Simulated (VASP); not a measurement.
# BN (Fmm2) in VASP: a series of runs, part 2 of 2

VASP 6.6.1. Earlier steps stand in the parts before.

**4. Single point, PBE**

INCAR reads:

```
PREC = Accurate
ENCUT = 460
EDIFF = 1E-7
ISMEAR = 0
SIGMA = 0.05
LREAL = Auto
LASPH = True
NELM = 100
ALGO = Normal
ISIF = 2
LWAVE = False
LCHARG = False
GGA = PE
ADDGRID = False
```

KPOINTS reads:

```
regular mesh
0
Gamma
  6 6 6
```

POSCAR reads:

```
BN
1.0
    0.0000000000      3.4953158300      2.1660912400
    1.2516321000      0.0000000000      2.1660912400
    1.2516321000      3.4953158300      0.0000000000
N B
1 1
Direct
    0.6666513400      0.6666513400      0.3333486600
    0.0000486500      0.0000486500      0.9999513500
```

Potentials or basis: VASP PAW PBE potentials, release 64 (N_s, B_s).

Started as:

```bash
cat potpaw_PBE.64/N_s/POTCAR potpaw_PBE.64/B_s/POTCAR > POTCAR
mpirun -np 1 vasp_std > vasp.out
```

OUTCAR:

```text
PREC = Accurate
   ENCUT = 460
   EDIFF = 1E-7
   ISMEAR = 0
   LREAL = Auto
   LASPH = True
   NELM = 100
   ISIF = 2
   GGA = PE

 Found     46 irreducible k-points:

 Following reciprocal coordinates:
            Coordinates               Weight
  0.000000  0.000000  0.000000      1.000000
  0.166667  0.000000 -0.000000      8.000000
  0.333333  0.000000  0.000000      8.000000
  0.500000  0.000000  0.000000      4.000000
  0.166667  0.166667  0.000000      2.000000
  0.333333  0.166667  0.000000      8.000000
   k-points           NKPTS =     46   k-points in BZ     NKDIM =     46   number of bands    NBANDS=      8
   number of dos      NEDOS =    301   number of ions     NIONS =      2
   total plane-waves  NPLWV =  15120
   dimension x,y,z NGX =    30 NGY =   18 NGZ =   28
   dimension x,y,z NGXF=    60 NGYF=   36 NGZF=   56
   ions per type =               1   1
   NGX,Y,Z   is equivalent  to a cutoff of  12.13, 11.96, 12.54 a.u.
   NGXF,Y,Z  is equivalent  to a cutoff of  24.26, 23.92, 25.08 a.u.
 SYSTEM =  unknown system
   PREC   = accura    normal or accurate (medium, high low for compatibility)
   ISTART =      0    job   : 0-new  1-cont  2-samecut
   ICHARG =      2    charge: 1-file 2-atom 10-const
   ISPIN  =      1    spin polarized calculation?
   LNONCOLLINEAR =      F non collinear calculations
   LSORBIT =      F    spin-orbit coupling
   LASPH  =      T    aspherical Exc in radial PAW
   ENCUT  =  460.0 eV  33.81 Ry    5.81 a.u.   7.19  4.37  6.49*2*pi/ulx,y,z
   NELM   =    100;   NELMIN=  2; NELMDL= -5     # of ELM steps
   EDIFF  = 0.1E-06   stopping-criterion for ELM
   LREAL  =      T    real-space projection
   EDIFFG = 0.1E-05   stopping-criterion for IOM
   NSW    =      0    number of steps for IOM
   IBRION =     -1    ionic relax: 0-MD 1-quasi-New 2-CG
   NFREE  =      0    steps in history (QN), initial steepest desc. (CG)
   ISIF   =      2    stress and relaxation
   ISYM   =      2    0-nonsym 1-usesym 2-fastsym
   POTIM  = 0.5000    time-step for ionic-motion
   TEBEG  =    0.0;   TEEND  =   0.0 temperature during run
   PSTRESS=    0.0 pullay stress
   NELECT =       8.0000    total number of electrons
   NUPDOWN=      -1.0000    fix difference up-down
   EMIN   =  10.00;   EMAX   =-10.00  energy-range for DOS
   EFERMI =   0.00;   METHOD = LEGACY
   ISMEAR =     0;   SIGMA  =   0.05  broadening in eV -4-tet -1-fermi 0-gaus
   EFERMI_NEDOS =   21; number of points for ismear=-14 and -15
   IALGO  =     38    algorithm
   IMIX   =      4    mixing-type and parameters
     AMIX     =   0.40;   BMIX     =  1.00
     AMIX_MAG =   1.60;   BMIX_MAG =  1.00
  volume/ion in A,a.u.               =       9.48        63.95
  Fermi-wavevector in a.u.,A,eV,Ry     =   1.228047  2.320672 20.518928  1.508099
  Thomas-Fermi vector in A             =   2.362987
   LORBIT       =      0    0 simple, 1 ext, 2 COOP (PROOUT), +10 PAW based schemes
   GGA     = PE    functional components
   LHFCALC =     F    Hartree Fock is set to
   AEXX    =    0.0000 exact exchange contribution
   IVDW    =     0    specifies the selected vdW correction
   LEPSILON=     F    determine dielectric tensor
   LRPA    =     F    only Hartree local field effects (RPA)
 non-spin polarized calculation
 Gauss-broadening in eV      SIGMA  =   0.05
  energy-cutoff  :      460.00
  volume of cell :       18.95
 maximum number of plane-waves:       448
 NGX is ok and might be reduce to    30
   NGX = 15   NGY =  9   NGZ = 13

 number of electron       8.0000000 magnetization

 Free energy of the ion-electron system (eV)
  ---------------------------------------------------
  ext. energy  EPLUGINS =         0.00000000
  ---------------------------------------------------
  free energy    TOTEN  =       -17.55717296 eV

  energy without entropy =      -17.55717296  energy(sigma->0) =      -17.55717296

 E-fermi :   3.4533     XC(G=0):  -9.6969

 val. band max:        3.1528162626   @ k =   0.5000  -0.3333   0.1667
 cond. band min:       7.0005855901   @ k =   0.0000   0.5000   0.5000
 fundamental gap:      3.8477693276
 Fermi energy:         3.4532919669

 k-point     1 :       0.0000    0.0000    0.0000
  band No.  band energies     occupation
      1     -14.7335      2.00000
      2      -1.3361      2.00000
      3       1.7160      2.00000
      4       1.7230      2.00000
      5       8.0101      0.00000
      6      14.6667      0.00000
      7      14.7260      0.00000
      8      16.1222      0.00000

 k-point     2 :       0.1667    0.0000   -0.0000
  band No.  band energies     occupation
      1     -14.1871      2.00000
      2      -0.8012      2.00000
      3      -0.2512      2.00000
      4       0.8248      2.00000
      5       9.1567      0.00000
      6      14.3202      0.00000
      7      14.5032      0.00000
      8      16.8867      0.00000

 k-point     3 :       0.3333    0.0000    0.0000
  band No.  band energies     occupation
      1     -12.7231      2.00000
      2      -3.8349      2.00000
      3      -0.5385      2.00000
      4       0.7598      2.00000
      5      10.0260      0.00000
      6      12.2233      0.00000
      7      14.5041      0.00000
      8      20.9536      0.00000

 k-point     4 :       0.5000    0.0000    0.0000
  band No.  band energies     occupation
      1     -11.5411      2.00000
      2      -5.8673      2.00000
      3      -1.0948      2.00000
      4       2.1387      2.00000
      5       7.7882      0.00000
      6      12.9847      0.00000
      7      16.4798      0.00000
      8      18.7651      0.00000

 k-point     5 :       0.1667    0.1667    0.0000
  band No.  band energies     occupation
      1     -14.1984      2.00000
      2      -0.6631      2.00000
      3      -0.2919      2.00000
      4       0.8305      2.00000
      5       8.9143      0.00000
      6      14.4738      0.00000
      7      14.5404      0.00000
      8      16.9352      0.00000

 k-point     6 :       0.3333    0.1667    0.0000
  band No.  band energies     occupation
      1     -13.1867      2.00000
      2      -2.4984      2.00000
      3      -0.8821      2.00000
      4       0.4787      2.00000
      5      10.6357      0.00000
      6      12.1000      0.00000
      7      15.5292      0.00000
      8      17.8579      0.00000

 [... further k-points ...]
[... 5 lines left out ...]
  --------------------------------------------------------------------------------------
  -------------------------------------------------------------------------------------
  Total        0.6271589      0.1631434      0.6300595      0.0000000      0.0000000      0.0000000
  in kB       53.0173876     13.7914559     53.2625907      0.0000000      0.0000000      0.0000000
  external PRESSURE =      40.0238114 kB  Pullay stress =       0.0000000 kB

 VOLUME and BASIS-vectors are now :
 -----------------------------------------------------------------------------
  energy-cutoff  :      460.00
  volume of cell :       18.95
      direct lattice vectors                 reciprocal lattice vectors
     0.000000000  3.495315830  2.166091240    -0.399478409  0.143048590  0.230830535
     1.251632100  0.000000000  2.166091240     0.399478409 -0.143048590  0.230830535
     1.251632100  3.495315830  0.000000000     0.399478409  0.143048590 -0.230830535

 POSITION                                       TOTAL-FORCE (eV/Angst)
 -----------------------------------------------------------------------------------
      1.25163      3.49532      2.88806         0.000000      0.000000     -0.009407
      1.25163      3.49532      0.00021         0.000000      0.000000      0.009407
 -----------------------------------------------------------------------------------
    total drift:                               -0.000001     -0.000003      0.000270

  FREE ENERGIE OF THE ION-ELECTRON SYSTEM (eV)
  ---------------------------------------------------
  free  energy   TOTEN  =       -17.5571729630 eV

  energy  without entropy=      -17.5571729630  energy(sigma->0) =      -17.55717296
```

OSZICAR:

```text
N       E                     dE             d eps       ncg     rms          rms(c)
DAV:   1     0.161866588061E+02    0.16187E+02   -0.41483E+03   952   0.932E+02
DAV:   2    -0.182151533549E+02   -0.34402E+02   -0.31455E+02   792   0.203E+02
DAV:   3    -0.194505154919E+02   -0.12354E+01   -0.12354E+01  1296   0.576E+01
DAV:   4    -0.194534947878E+02   -0.29793E-02   -0.29793E-02   840   0.235E+00
DAV:   5    -0.194535142978E+02   -0.19510E-04   -0.19510E-04  1304   0.382E-01    0.174E+01
DAV:   6    -0.177686127278E+02    0.16849E+01   -0.68476E+00  1112   0.289E+01    0.215E+01
DAV:   7    -0.176479713911E+02    0.12064E+00   -0.11424E-01  1072   0.621E+00    0.163E+01
DAV:   8    -0.175581783475E+02    0.89793E-01   -0.34397E-01  1120   0.120E+01    0.116E+00
DAV:   9    -0.175569931276E+02    0.11852E-02   -0.36938E-03   792   0.125E+00    0.496E-01
DAV:  10    -0.175571349779E+02   -0.14185E-03   -0.22978E-03  1000   0.110E+00    0.103E-01
DAV:  11    -0.175571452544E+02   -0.10276E-04   -0.35741E-05   856   0.955E-02    0.612E-02
DAV:  12    -0.175571728639E+02   -0.27610E-04   -0.41881E-05   872   0.876E-02    0.149E-02
DAV:  13    -0.175571728871E+02   -0.23134E-07   -0.14543E-06  1040   0.191E-02    0.610E-03
DAV:  14    -0.175571729630E+02   -0.75970E-07   -0.50745E-08   952   0.324E-03
   1 F= -.17557173E+02 E0= -.17557173E+02  d E =-.540457E-19
```

stdout:

```text
POSCAR found type information on POSCAR N B
 POSCAR found :  2 types and       2 ions
 scaLAPACK will be used
 -----------------------------------------------------------------------------
|                                                                             |
|                                                                             |
|     You have a (more or less) 'small supercell' and for smaller cells       |
|     it is recommended to use the reciprocal-space projection scheme!        |
|     The real-space optimization is not efficient for small cells and it     |
|     is also less accurate ...                                               |
|     Therefore, set LREAL=.FALSE. in the INCAR file.                         |
|                                                                             |
 -----------------------------------------------------------------------------

 LDA part: xc-table for (Slater+PW92), standard interpolation
 POSCAR, INCAR and KPOINTS ok, starting setup
 FFT: planning ... GRIDC
 FFT: planning ... GRID_SOFT
 FFT: planning ... GRID
 WAVECAR not read
 entering main loop
```

Run time: 8 s. Hardware: 1 thread of Intel Xeon 6975P-C (Granite Rapids), shared host; peak memory 0.13 GiB.

These settings aren't checked as converged: the numbers below hold their error.

Results:

* Free energy: -17.5572 eV
* Pressure: 4.0 GPa
* Largest force: 0.009 eV/Å
* Band gap on the k mesh: 3.85 eV, indirect (least direct gap 4.56 eV)

Caveat: the k mesh is coarse (spacing up to 0.51 Å⁻¹), so the values aren't converged.
